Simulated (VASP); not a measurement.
# KTaO3: how numerical settings change the zone-centre modes, part 3 of 3

How far do the zone-centre frequencies of KTaO3 depend on the numerical settings? The starting structure is a measured crystal structure from the Crystallography Open Database.

VASP 6.6.1.

Results so far: reference T1u (3) 556.7 cm⁻¹; a 3×3×3 mesh T1u (3) 539.6 cm⁻¹.

## (4) Modes with a cutoff of 400 eV

Level of this step: LDA; plane waves and PAW (Ta_pv, K_sv, O) (VASP).

Against step 2 the input has ENCUT = 400.

Contents of INCAR:

```
SYSTEM = KTaO3
PREC = Accurate
ENCUT = 400
EDIFF = 1E-08
NELM = 100
ISMEAR = 0
SIGMA = 0.03
LREAL = .FALSE.
ALGO = Normal
GGA = CA
NBANDS = 25
LORBIT = 11
LWAVE = .FALSE.
LCHARG = .FALSE.
KPAR = 4
IBRION = 8
LEPSILON = .TRUE.
ISIF = 2
```

Contents of POSCAR:

```
KTaO3
1.0
    3.9600151627      0.0000000000      0.0000000000
    0.0000000000      3.9600151627      0.0000000000
    0.0000000000      0.0000000000      3.9600151627
Ta K O
1 1 3
Direct
    0.0000000000      0.0000000000      0.0000000000
    0.5000000000      0.5000000000      0.5000000000
    0.0000000000      0.0000000000      0.5000000000
    0.0000000000      0.5000000000      0.0000000000
    0.5000000000      0.0000000000      0.0000000000
```

Contents of KPOINTS:

```
Automatic mesh
0
Gamma
6 6 6
0 0 0
```

The projector-augmented-wave data sets are Ta_pv, K_sv and O (LDA family, release 64).

Started as:

```sh
> mpirun -np 4 vasp_std
```

The log of the run:

```text
[... set-up lines as in an earlier step ...]
 entering main loop
       N       E                     dE             d eps       ncg     rms          rms(c)
DAV:   1     0.291309266841E+03    0.29131E+03   -0.18266E+04  1000   0.126E+03
DAV:   2    -0.358240352145E+02   -0.32713E+03   -0.31719E+03  1178   0.401E+02
DAV:   3    -0.527668488329E+02   -0.16943E+02   -0.16876E+02  1506   0.884E+01
DAV:   4    -0.532522651941E+02   -0.48542E+00   -0.48500E+00  1559   0.105E+01
[...]
DAV:  13    -0.451239801762E+02    0.48961E-06   -0.21116E-06  1302   0.110E-02    0.337E-03
DAV:  14    -0.451239801497E+02    0.26408E-07   -0.17724E-07  1510   0.300E-03    0.102E-03
DAV:  15    -0.451239801490E+02    0.79535E-09   -0.17539E-08  1024   0.106E-03
   1 F= -.45123980E+02 E0= -.45123980E+02  d E =-.157630E-35
 Linear response reoptimize wavefunctions to high precision
DAV:   1    -0.451239801490E+02   -0.18645E-10   -0.31473E-09  1007   0.508E-04
DAV:   2    -0.451239801491E+02   -0.14916E-09   -0.46782E-10   842   0.157E-04
[...]
RMM:  25    -0.362917963350E+00    0.60338E-07   -0.16961E-07  6974   0.662E-04    0.423E-06
 first order change of Fermi-energy  -0.27129E+00
 force on displaced ion       3 direction 1 :  -4.435   0.000   0.000
 Born effective charge ion    3 direction 1 :  -1.701   0.000   0.000
 Linear response progress:
  Degree of freedom:   4/  4
       N       E                     dE             d eps       ncg     rms          rms(c)
RMM:   1    -0.374952913627E+00   -0.37495E+00    0.33765E-01  3892   0.279E+00
RMM:   2    -0.369580375278E+00    0.53725E-02   -0.11878E-02  3338   0.497E-01    0.206E-01
RMM:   3    -0.370778618368E+00   -0.11982E-02   -0.34207E-03  3193   0.242E-01    0.113E-01
RMM:   4    -0.372557551191E+00   -0.17789E-02   -0.11803E-03  3343   0.150E-01    0.377E-02
[...]
RMM:  17    -0.372925933695E+00    0.73457E-07   -0.33192E-08  4341   0.568E-04    0.201E-06
RMM:  18    -0.372925973975E+00   -0.40280E-07   -0.10407E-07  4238   0.562E-04    0.170E-06
RMM:  19    -0.372925978121E+00   -0.41461E-08   -0.17597E-07  4187   0.557E-04    0.176E-06
 first order change of Fermi-energy   0.21817E+00
 force on displaced ion       3 direction 3 :   0.000  -0.000 -14.025
 Born effective charge ion    3 direction 3 :   0.000   0.000  -6.590
 Born effective charges drift removed
 Linear response finished
```

The job ended after 3.4 min (4 MPI ranks of AMD EPYC 9R14 (Zen 4), shared host; peak memory 1.3 GiB; 13 min of CPU time).

OUTCAR, selected parts (step 4):

```text
  Total       -1.7576623     -1.7576623     -1.7576623      0.0000000      0.0000000      0.0000000
  in kB      -45.3477205    -45.3477205    -45.3477205      0.0000000      0.0000000      0.0000000
  external PRESSURE =     -45.3477205 kB  Pullay stress =       0.0000000 kB

 POSITION                                       TOTAL-FORCE (eV/Angst)
 -----------------------------------------------------------------------------------
      0.00000      0.00000      0.00000         0.000000      0.000000      0.000000
      1.98001      1.98001      1.98001         0.000000      0.000000      0.000000
      0.00000      0.00000      1.98001         0.000000      0.000000      0.000000
      0.00000      1.98001      0.00000         0.000000      0.000000      0.000000
      1.98001      0.00000      0.00000         0.000000      0.000000      0.000000
 -----------------------------------------------------------------------------------
    total drift:                                0.000000      0.000000     -0.000000

 MACROSCOPIC STATIC DIELECTRIC TENSOR (including local field effects in DFT)
 ------------------------------------------------------
           5.588935    -0.000000    -0.000000
           0.000000     5.588935    -0.000000
           0.000000     0.000000     5.588935
 ------------------------------------------------------

 MACROSCOPIC STATIC DIELECTRIC TENSOR IONIC CONTRIBUTION
 ------------------------------------------------------
         155.090299    -0.000000    -0.000000
          -0.000000   155.090299     0.000000
          -0.000000     0.000000   155.090299
 ------------------------------------------------------

[... 1 part as in an earlier step ...]

[... 1 further part left out ...]
```

With a cutoff of 400 eV the modes are T1u (3) 561.3, T2u 250.0, T1u (2) 182.6, T1u (1) 104.1 cm⁻¹; the largest shift is +6.5 cm⁻¹, in T2u, from the reference.

## (5) Modes with an 8×8×8 mesh

Against step 2 the input has an 8×8×8 mesh.

Changes to INCAR since step 4:

```diff
@@ -2,3 +2,3 @@
 PREC = Accurate
-ENCUT = 400
+ENCUT = 520
 EDIFF = 1E-08
```

POSCAR is that of step 4.

Contents of KPOINTS:

```
Automatic mesh
0
Gamma
8 8 8
0 0 0
```

Started as:

```sh
> mpirun -np 4 vasp_std
```

The log of the run:

```text
[... set-up lines as in an earlier step ...]
 entering main loop
       N       E                     dE             d eps       ncg     rms          rms(c)
DAV:   1     0.335485501129E+03    0.33549E+03   -0.20890E+04  1750   0.152E+03
DAV:   2    -0.332729600634E+02   -0.36876E+03   -0.35971E+03  2055   0.443E+02
DAV:   3    -0.525646736929E+02   -0.19292E+02   -0.19217E+02  2432   0.983E+01
DAV:   4    -0.533009544001E+02   -0.73628E+00   -0.73546E+00  2956   0.129E+01
[...]
DAV:  13    -0.450589322443E+02    0.28611E-06   -0.19719E-06  2269   0.116E-02    0.388E-03
DAV:  14    -0.450589321966E+02    0.47680E-07   -0.32908E-07  2514   0.390E-03    0.111E-03
DAV:  15    -0.450589321976E+02   -0.93996E-09   -0.25344E-08  1988   0.124E-03
   1 F= -.45058932E+02 E0= -.45058932E+02  d E =-.766981E-22
 Linear response reoptimize wavefunctions to high precision
DAV:   1    -0.450589321964E+02    0.11955E-08   -0.10488E-08  2027   0.732E-04
DAV:   2    -0.450589321964E+02   -0.38199E-10   -0.50609E-10  1365   0.165E-04
 Linear response G [H, r] |phi>, progress :
  Direction:   1
[...]
RMM:  21    -0.362671438113E+00   -0.68863E-08    0.15904E-08 13765   0.419E-04    0.108E-05
 first order change of Fermi-energy  -0.20820E-02
 force on displaced ion       3 direction 1 :  -4.333   0.000   0.000
 Born effective charge ion    3 direction 1 :  -1.697   0.000   0.000
 Linear response progress:
  Degree of freedom:   4/  4
       N       E                     dE             d eps       ncg     rms          rms(c)
RMM:   1    -0.378375814260E+00   -0.37838E+00    0.30182E-01  7455   0.288E+00
RMM:   2    -0.369342716664E+00    0.90331E-02   -0.11835E-02  6286   0.524E-01    0.203E-01
RMM:   3    -0.370518431279E+00   -0.11757E-02   -0.35061E-03  6015   0.248E-01    0.110E-01
RMM:   4    -0.372252269528E+00   -0.17338E-02   -0.11964E-03  6319   0.150E-01    0.375E-02
[...]
RMM:  25    -0.372609484762E+00   -0.14439E-07   -0.36741E-08  8149   0.328E-04    0.156E-06
RMM:  26    -0.372609513051E+00   -0.28290E-07   -0.45256E-08  8157   0.328E-04    0.117E-06
RMM:  27    -0.372609504638E+00    0.84130E-08   -0.36116E-08  8181   0.328E-04    0.153E-06
 first order change of Fermi-energy   0.63465E-03
 force on displaced ion       3 direction 3 :   0.000  -0.000 -13.843
 Born effective charge ion    3 direction 3 :   0.000   0.000  -6.554
 Born effective charges drift removed
 Linear response finished
```

Elapsed: 7.3 min, on 4 MPI ranks; peak memory 2.4 GiB; 29 min of CPU time.

From OUTCAR (step 5):

```text
  Total       -0.0001960     -0.0001960     -0.0001960      0.0000000      0.0000000      0.0000000
  in kB       -0.0050560     -0.0050560     -0.0050560      0.0000000      0.0000000      0.0000000
  external PRESSURE =      -0.0050560 kB  Pullay stress =       0.0000000 kB

 MACROSCOPIC STATIC DIELECTRIC TENSOR (including local field effects in DFT)
 ------------------------------------------------------
           5.540448     0.000000    -0.000000
          -0.000000     5.540448    -0.000000
           0.000000    -0.000000     5.540448
 ------------------------------------------------------

 MACROSCOPIC STATIC DIELECTRIC TENSOR IONIC CONTRIBUTION
 ------------------------------------------------------
         136.706667     0.000000    -0.000000
           0.000000   136.706667    -0.000000
          -0.000000    -0.000000   136.706667
 ------------------------------------------------------

[... 2 parts as in an earlier step ...]

[... 1 further part left out ...]
```

With an 8×8×8 mesh the modes are T1u (3) 556.7, T2u 245.8, T1u (2) 182.2, T1u (1) 108.9 cm⁻¹; the largest shift is +7.2 cm⁻¹, in T1u (1), from the reference.

## (6) Modes with finite displacements

Against step 2 the input has IBRION = 6, NFREE = 2, POTIM = 0.015 and no LEPSILON (also changed: NSW).

Changes to INCAR since step 5:

```diff
@@ -15,4 +15,6 @@
 KPAR = 4
-IBRION = 8
-LEPSILON = .TRUE.
+IBRION = 6
+NFREE = 2
+POTIM = 0.015
+NSW = 1
 ISIF = 2
```

POSCAR is that of step 5.

Contents of KPOINTS:

```
Automatic mesh
0
Gamma
6 6 6
0 0 0
```

Started as:

```sh
> mpirun -np 4 vasp_std
```

The log of the run:

```text
[... set-up lines as in an earlier step ...]
 entering main loop
       N       E                     dE             d eps       ncg     rms          rms(c)
[... 15 cycles as in an earlier step ...]
   1 F= -.45057880E+02 E0= -.45057880E+02  d E =-.246717E-33
[... from here on, the cycles between the ionic steps are left out ...]
   2 F= -.45057492E+02 E0= -.45057492E+02  d E =-.170877E-32
   3 F= -.45057492E+02 E0= -.45057492E+02  d E =-.684015E-32
   4 F= -.45057436E+02 E0= -.45057436E+02  d E =-.297884E-31
   5 F= -.45057436E+02 E0= -.45057436E+02  d E =-.821846E-31
   6 F= -.45057398E+02 E0= -.45057398E+02  d E =-.294753E-30
   7 F= -.45057398E+02 E0= -.45057398E+02  d E =-.747063E-30
   8 F= -.45056323E+02 E0= -.45056323E+02  d E =-.146067E-29
   9 F= -.45056323E+02 E0= -.45056323E+02  d E =-.213467E-29
 Finite differences progress:
  Degree of freedom:   4/  4
  Displacement:        2/  2
  Total:               8/  8
```

The job ended after 61 s (4 MPI ranks; peak memory 1.1 GiB; 4 min of CPU time).

Parts of OUTCAR (step 6):

```text
  Total        0.0037498      0.0037498      0.0290690      0.0000000     -0.0000000      0.0000000
  in kB        0.0967438      0.0967438      0.7499814      0.0000000     -0.0000000      0.0000000
  external PRESSURE =       0.3144897 kB  Pullay stress =       0.0000000 kB

 POSITION                                       TOTAL-FORCE (eV/Angst)
 -----------------------------------------------------------------------------------
      0.00000      0.00000      0.00000        -0.000000      0.000000     -0.036022
      1.98001      1.98001      1.98001         0.000000      0.000000     -0.010954
      0.00000      0.00000      1.96501        -0.000000      0.000000      0.207858
      0.00000      1.98001      0.00000         0.000000      0.000000     -0.080441
      1.98001      0.00000      0.00000         0.000000      0.000000     -0.080441
 -----------------------------------------------------------------------------------
    total drift:                               -0.000001     -0.000000     -0.000473

  FREE ENERGIE OF THE ION-ELECTRON SYSTEM (eV)
  ---------------------------------------------------
  free  energy   TOTEN  =       -45.0563230065 eV

  energy  without entropy=      -45.0563230065  energy(sigma->0) =      -45.05632301

[... 2 parts as in an earlier step ...]

[... 1 further part left out ...]
[key lines of the parts left out:]
E-fermi :   1.9069
```

The last energy, forces and stress in OUTCAR belong to the last displaced cell, not to that of POSCAR.

With finite displacements the modes are T1u (3) 557.3, T2u 244.5, T1u (2) 182.0, T1u (1) 103.9 cm⁻¹; the largest shift is +2.2 cm⁻¹, in T1u (1), from the reference.

## (7) All runs side by side

| run | T1u (3) | T2u | T1u (2) | T1u (1) | imaginary modes, each partner counted | method | core minutes |
| --- | --- | --- | --- | --- | --- | --- | --- |
| reference | 556.7 | 243.5 | 181.9 | 101.7 | 0 | perturbation theory | 16.0 |
| a 3×3×3 mesh | 539.6 | 124.8 | 180.8 | -226.2 | 3 | perturbation theory | 3.4 |
| a cutoff of 400 eV | 561.3 | 250.0 | 182.6 | 104.1 | 0 | perturbation theory | 13.5 |
| an 8×8×8 mesh | 556.7 | 245.8 | 182.2 | 108.9 | 0 | perturbation theory | 29.3 |
| finite displacements | 557.3 | 244.5 | 182.0 | 103.9 | 0 | finite displacements | 4.07 |

Modes are in cm⁻¹, degenerate ones as one, matched between runs by symmetry and order. A number in brackets counts the listed modes of one symmetry from the lowest. The symmetry labels come from an automatic analysis and can be wrong where levels nearly coincide. Core minutes are wall time times ranks of the run shown, on a shared host.

## (8) Summary of results

```
T1u (3), reference            : 556.7 cm⁻¹
T1u (1), reference            : 101.7 cm⁻¹
T1u (3), a 3×3×3 mesh         : 539.6 cm⁻¹
T1u (1), a 3×3×3 mesh         : -226.2 cm⁻¹
T1u (3), a cutoff of 400 eV   : 561.3 cm⁻¹
T1u (1), a cutoff of 400 eV   : 104.1 cm⁻¹
T1u (3), an 8×8×8 mesh        : 556.7 cm⁻¹
T1u (1), an 8×8×8 mesh        : 108.9 cm⁻¹
T1u (3), finite displacements : 557.3 cm⁻¹
T1u (1), finite displacements : 103.9 cm⁻¹
```

**Reading.** The largest change comes with a 3×3×3 mesh: T1u (1) turns imaginary. On finer settings the modes change by up to +7.2 cm⁻¹ in T1u (1) with an 8×8×8 mesh. So the reference isn't converged for T1u (1). Imaginary modes appear with a 3×3×3 mesh but not with reference, a cutoff of 400 eV, an 8×8×8 mesh and finite displacements, so they hang on the settings and say nothing certain on the cell. Other changes move the modes by more: T1u (1) turns imaginary with a 3×3×3 mesh. The dielectric constants and Born charges in the logs aren't compared here; at a small gap they can be far off, and in a run without a gap they mean nothing. The frequencies are harmonic, and the splitting of polar modes by their long-range field is left out. Further runs on this material are not shown.

[Lines on the potential files, build, host, timing and source positions are cut from VASP's logs without a mark.]

[Logs are printed without paths, hosts, clocks, repeated set-up lines and the standing remarks that a program may print on its own settings, such as how far it seeks lower states.]

[Hosts, paths, dates, database ids (printed as entryN), source tags and the programs' standing remarks are cut or masked in the printed files.]
